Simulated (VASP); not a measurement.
# Se (R-3m) in VASP: a series of runs

The runs below take Se through relaxation of cell and atoms, with PBEsol.

All numbers are computed with VASP 6.6.1; they aren't measurements. Logs are shortened: lines on timing, memory, paths and dates and some standing lists are left out, and cuts for length are marked.

## (1) The crystal as given

Symmetry: R-3m, No. 166, trigonal system. The conventional cell has a = 3.850 Å, b = 3.850 Å, c = 2.645 Å, α = 90.00°, β = 90.00°, γ = 120.00°. Around Se (site symmetry -3m) lie 8 Se at 2.39 to 2.65 Å.

This isn't the form of Se at room conditions, which is trigonal, of chains.

## (2) Relaxation of cell and atoms, PBEsol, target pressure 125 GPa, at which the enthalpy is minimised

The input, INCAR:

```
SYSTEM = Se
PREC = Accurate
ENCUT = 520
EDIFF = 1E-7
ISMEAR = 0
SIGMA = 1.0
LREAL = .False.
LASPH = .True.
NELM = 80
ALGO = Fast
ISIF = 3
LWAVE = .False.
LCHARG = .False.
GGA = PS
IBRION = 2
NSW = 80
EDIFFG = -0.002
PSTRESS = 1250.0
```

The input, KPOINTS:

```
regular mesh
0
Gamma
  21 21 21
  0 0 0
```

The input, POSCAR:

```
Se
1.0
    1.9250000000      1.1113992700      0.8816666700
   -1.9250000000      1.1113992700      0.8816666700
    0.0000000000     -2.2227985400      0.8816666700
Se
1
Direct
    0.0000000000      0.0000000000      0.0000000000
```

Potentials or basis: VASP PAW PBE potentials, release 64 (Se).

On the command line:

```console
$ cat potpaw_PBE.64/Se/POTCAR > POTCAR
$ mpirun -np 1 vasp_std > vasp.out
```

OUTCAR:

```text
SYSTEM = Se
   PREC = Accurate
   ENCUT = 520
   EDIFF = 1E-7
   ISMEAR = 0
   LREAL = .False.
   LASPH = .True.
   NELM = 80
   ISIF = 3
   GGA = PS
   IBRION = 2
   NSW = 80
   EDIFFG = -0.002
   PSTRESS = 1250.0

 ion  position               nearest neighbor table
   1  0.000  0.000  0.000-

  LATTYP: Found a trigonal (rhomboedric) cell.
 ALAT       =     2.3912694232
 COS(alpha) =    -0.2960878580

  Lattice vectors:

 A1 = (   1.9250000000,   1.1113992700,   0.8816666700)
 A2 = (  -1.9250000000,   1.1113992700,   0.8816666700)
 A3 = (   0.0000000000,  -2.2227985400,   0.8816666700)

Analysis of symmetry for initial positions (statically):
=====================================================================
 Subroutine PRICEL returns:
 Original cell was already a primitive cell.

 Routine SETGRP: Setting up the symmetry group for a
 trigonal (rhombohedral) supercell.

 Subroutine GETGRP returns: Found 12 space group operations
 (whereof 12 operations were pure point group operations)
 out of a pool of 12 trial point group operations.

The static configuration has the point symmetry D_3d.

Analysis of symmetry for dynamics (positions and initial velocities):
=====================================================================
 Subroutine PRICEL returns:
 Original cell was already a primitive cell.

 Routine SETGRP: Setting up the symmetry group for a
 trigonal (rhombohedral) supercell.

 Subroutine GETGRP returns: Found 12 space group operations
 (whereof 12 operations were pure point group operations)
 out of a pool of 12 trial point group operations.

The dynamic configuration has the point symmetry D_3d.

 Subroutine INISYM returns: Found 12 space group operations
 (whereof 12 operations are pure point group operations),
 and found     1 'primitive' translations

----------------------------------------------------------------------------------------

                                     Primitive cell

  volume of cell :      11.3177

  direct lattice vectors                    reciprocal lattice vectors
     1.925000000  1.111399270  0.881666670     0.259740260  0.149961109  0.378071832
    -1.925000000  1.111399270  0.881666670    -0.259740260  0.149961109  0.378071832
     0.000000000 -2.222798540  0.881666670     0.000000000 -0.299922217  0.378071832

  length of vectors
     2.391269423  2.391269423  2.391269426     0.482588486  0.482588486  0.482588486

  position of ions in fractional coordinates (direct lattice)
[... 95 lines left out ...]
   IMIX   =      4    mixing-type and parameters
     AMIX     =   0.40;   BMIX     =  1.00
     AMIX_MAG =   1.60;   BMIX_MAG =  1.00
  volume/ion in A,a.u.               =      11.32        76.38
  Fermi-wavevector in a.u.,A,eV,Ry     =   1.324971  2.503832 23.885687  1.755548
  Thomas-Fermi vector in A             =   2.454466
   LORBIT       =      0    0 simple, 1 ext, 2 COOP (PROOUT), +10 PAW based schemes
   GGA     = PS    functional components
   LHFCALC =     F    Hartree Fock is set to
   AEXX    =    0.0000 exact exchange contribution
   IVDW    =     0    specifies the selected vdW correction
   LEPSILON=     F    determine dielectric tensor
   LRPA    =     F    only Hartree local field effects (RPA)
 conjugate gradient relaxation of ions
 non-spin polarized calculation
 RMM-DIIS sequential band-by-band and
 Gauss-broadening in eV      SIGMA  =   1.00
  energy-cutoff  :      520.00
  volume of cell :       11.32
 maximum number of plane-waves:       315
 NGX is ok and might be reduce to    18
   NGX =  9   NGY =  9   NGZ =  9

--------------------------------------- Ionic step        1  -------------------------------------------

 number of electron       6.0000000 magnetization

 Free energy of the ion-electron system (eV)
  ---------------------------------------------------
  ext. energy  EPLUGINS =         0.00000000
  ---------------------------------------------------
  free energy    TOTEN  =        -1.16557907 eV

  energy without entropy =       -0.98324043  energy(sigma->0) =       -1.07440975

------------------------ aborting loop because EDIFF is reached ----------------------------------------

  FORCE on cell =-STRESS in cart. coord.  units (eV):
  Direction    XX          YY          ZZ          XY          YZ          ZX
  --------------------------------------------------------------------------------------
  -------------------------------------------------------------------------------------
  Total       10.9542098     10.9542098     10.5946660      0.0000000      0.0000000      0.0000000
  in kB     1550.7261901   1550.7261952   1499.8275920      0.0000000      0.0000000      0.0000000
  external PRESSURE =     283.7599924 kB  Pullay stress =    1250.0000000 kB
[... 24 lines left out ...]
--------------------------------------- Ionic step        2  -------------------------------------------

 number of electron       5.9999997 magnetization

 E-fermi :   9.7555     XC(G=0): -12.1501

 val. band max:        9.7498894101   @ k =  -0.3810  -0.4286   0.2381
 cond. band min:       9.7606676709   @ k =  -0.2381   0.2381   0.1905
 fundamental gap:      0.0107782608
 Fermi energy:         9.7555254798

 k-point     1 :       0.0000    0.0000    0.0000
  band No.  band energies     occupation
      1      -9.7837      2.00000
      2      13.5016      0.00000
      3      15.0391      0.00000
      4      15.0391      0.00000
      5      21.8331      0.00000
      6      21.8331      0.00000
      7      23.0888      0.00000
[... 299 lines left out ...]
  energy  without entropy=       -1.5325781214  energy(sigma->0) =       -1.62858721

  enthalpy is  TOTEN    =         7.6148546649 eV   P V=        9.3394509560

[... ionic steps 4 to 19 ...]

--------------------------------------- Ionic step       20  -------------------------------------------

 number of electron       5.9999998 magnetization

------------------------ aborting loop because EDIFF is reached ----------------------------------------
[... 69 lines left out ...]
--------------------------------------- Ionic step       22  -------------------------------------------

 number of electron       5.9999998 magnetization

 Free energy of the ion-electron system (eV)
  ---------------------------------------------------
  ext. energy  EPLUGINS =         0.00000000
  ---------------------------------------------------
  free energy    TOTEN  =        -1.64298840 eV

  energy without entropy =       -1.44534305  energy(sigma->0) =       -1.54416573

 E-fermi :  13.8936     XC(G=0): -13.2861

 val. band max:       13.8862179161   @ k =  -0.0952   0.3810   0.0476
 cond. band min:      13.8957570363   @ k =  -0.2381   0.0476   0.0476
 fundamental gap:      0.0095391202
 Fermi energy:        13.8935986810

 k-point     1 :       0.0000    0.0000    0.0000
  band No.  band energies     occupation
      1      -9.0239      2.00000
      2      20.7679      0.00000
      3      20.7721      0.00000
      4      20.7721      0.00000
      5      27.7120      0.00000
      6      27.7120      0.00000
      7      27.7144      0.00000
[... 262 lines left out ...]
  energy  without entropy=       -1.4453430548  energy(sigma->0) =       -1.54416573

  enthalpy is  TOTEN    =         7.6014082101 eV   P V=        9.2443966072

 reached required accuracy - stopping structural energy minimisation
```

OSZICAR:

```text
N       E                     dE             d eps       ncg     rms          rms(c)
DAV:   1     0.107085658916E+02    0.10709E+02   -0.34493E+03 12831   0.789E+02
DAV:   2    -0.109959067520E+01   -0.11808E+02   -0.11340E+02 17640   0.857E+01
[... 153 lines left out ...]
  21 F= 0.76014110E+01 E0= 0.77002096E+01  d E =-.385298E-05
       N       E                     dE             d eps       ncg     rms          rms(c)
DAV:   1    -0.164299111917E+01   -0.26953E-02   -0.24107E-04 16044   0.103E-01    0.103E-02
RMM:   2    -0.164298938094E+01    0.17382E-05   -0.43791E-06 12474   0.215E-02    0.599E-03
RMM:   3    -0.164298839536E+01    0.98558E-06   -0.11532E-06 12473   0.897E-03    0.122E-03
RMM:   4    -0.164298839713E+01   -0.17699E-08   -0.36198E-08  7797   0.218E-03
  22 F= 0.76014082E+01 E0= 0.77002309E+01  d E =-.669223E-05
```

CONTCAR:

```text
Se
   1.00000000000000
     2.0309524120763776    1.1725709777662932    0.8292567213819159
    -2.0309524120763784    1.1725709777662932    0.8292567213819163
    -0.0000000000000004   -2.3451419555325868    0.8292567213819161
  Se
     1
Direct
     1.0000000000000000    0.0000000000000000    0.0000000000000000

  0.00000000E+00  0.00000000E+00  0.00000000E+00
```

Wall time 5.9 min (1 thread of Intel Xeon Platinum 8559C (Emerald Rapids), shared host); peak memory 0.22 GiB.

Results:

```yaml
Free_energy: -1.6430 eV
Relaxed_volume: 11.85 Å³/atom
Relaxed_cell: a = 2.487 Å, b = 2.487 Å, c = 2.487 Å, α = 109.47°, β = 109.47°, γ = 109.47°
Space_group_after_relaxing_to_0.05_Å: Im-3m (No. 229)
Energy_change_on_relaxing_the_enthalpy_is_what_falls: -477.4 meV/atom
Ionic_steps: 22
Pressure_after_relaxing: 125.0 GPa
Band_gap_on_the_k_mesh: none (metal or under the smearing width)
```

The path:
| step | energy change (eV) | largest force (eV/Å) | pressure (GPa) | volume (Å³) |
| --- | --- | --- | --- | --- |
| 1 | 0.0000 | 0.0000 | 153.38 | 11.32 |
| 2 | -1.9468 | 0.0000 | 41.56 | 14.93 |
| 3 | -0.5590 | 0.0000 | 121.89 | 11.97 |
| 4 | -0.5072 | 0.0000 | 124.80 | 11.90 |
| 5 | -0.4979 | 0.0000 | 125.32 | 11.89 |
| 6 | -0.4950 | 0.0000 | 125.32 | 11.89 |
| 7 | -0.4852 | 0.0000 | 125.43 | 11.87 |
| 8 | -0.4614 | 0.0000 | 126.19 | 11.84 |
| 9 | -0.3871 | 0.0000 | 130.11 | 11.74 |
| 10 | -0.4302 | 0.0000 | 127.71 | 11.79 |
| 11 | -0.4144 | 0.0000 | 128.57 | 11.77 |
| 12 | -0.4216 | 0.0000 | 128.17 | 11.78 |
| 13 | -0.4426 | 0.0000 | 126.98 | 11.80 |
| 14 | -0.4829 | 0.0000 | 124.71 | 11.86 |
| 15 | -0.4551 | 0.0000 | 126.28 | 11.82 |
| 16 | -0.4579 | 0.0000 | 126.12 | 11.82 |
| 17 | -0.4665 | 0.0000 | 125.64 | 11.83 |
| 18 | -0.4832 | 0.0000 | 124.69 | 11.86 |
| 19 | -0.4735 | 0.0000 | 125.24 | 11.84 |
| 20 | -0.4732 | 0.0000 | 125.25 | 11.84 |
| 21 | -0.4747 | 0.0000 | 125.17 | 11.85 |
| 22 | -0.4774 | 0.0000 | 125.02 | 11.85 |

Final structure:
```
Se
1.0
     2.03095    1.17257    0.82926
    -2.03095    1.17257    0.82926
     0.00000   -2.34514    0.82926
Se
1
Direct
  0.00000 0.00000 0.00000
```

Levels at points of the mesh, in eV from the Fermi level:
| k point | band 1 | band 2 | band 3 | band 4 | band 5 | band 6 | band 7 |
| --- | --- | --- | --- | --- | --- | --- | --- |
| (0.00, 0.00, 0.00) | -22.92 | 6.87 | 6.88 | 6.88 | 13.82 | 13.82 | 13.82 |

Caveat: the cell is relaxed towards a set pressure, so the enthalpy falls and the energy may rise; the PAW data sets were made with another functional, which shifts forces and pressure a little.

## (3) Relaxation of cell and atoms, PBEsol, target pressure 125 GPa, at which the enthalpy is minimised

This run uses another cell than the first one, of 11.85 Å³/atom, 1.047 times its volume.

INCAR is that of step 2.

KPOINTS is that of step 2.

The input, POSCAR:

```
Se                                      
1.0
    2.0309524121      1.1725709778      0.8292567214
   -2.0309524121      1.1725709778      0.8292567214
   -0.0000000000     -2.3451419555      0.8292567214
  Se            
     1
Direct
     1.0000000000000000    0.0000000000000000    0.0000000000000000
```

Potentials or basis: VASP PAW PBE potentials, release 64 (Se).

On the command line:

```console
$ cat potpaw_PBE.64/Se/POTCAR > POTCAR
$ mpirun -np 1 vasp_std > vasp.out
```

Wall time 52 s (1 thread of Intel Xeon Platinum 8559C (Emerald Rapids), shared host); peak memory 0.19 GiB.

Results (log left out):

```yaml
Free_energy: -1.6437 eV
Energy_change_on_relaxing_the_enthalpy_is_what_falls: -0.5 meV/atom
Ionic_steps: 3
Pressure_after_relaxing: 125.0 GPa
Band_gap_on_the_k_mesh: none (metal or under the smearing width)
```

The path:
```tsv
step	energy change (eV)	largest force (eV/Å)	pressure (GPa)	volume (Å³)
1	0.0000	0.0000	125.02	11.85
2	-0.0024	0.0000	124.89	11.85
3	-0.0005	0.0000	125.00	11.85
```

Final structure:
```xyz
1
Lattice="2.0310 1.1726 0.8293 -2.0310 1.1726 0.8293 0.0000 -2.3452 0.8293" Properties=species:S:1:pos:R:3 pbc="T T T"
Se    0.0000    0.0000    0.0000
```

Levels at points of the mesh, in eV from the Fermi level:
| k point | band 1 | band 2 | band 3 | band 4 | band 5 | band 6 | band 7 |
| --- | --- | --- | --- | --- | --- | --- | --- |
| (0.00, 0.00, 0.00) | -22.92 | 6.87 | 6.88 | 6.88 | 13.82 | 13.82 | 13.82 |

Caveat: the cell is relaxed towards a set pressure, so the enthalpy falls and the energy may rise; the PAW data sets were made with another functional, which shifts forces and pressure a little.
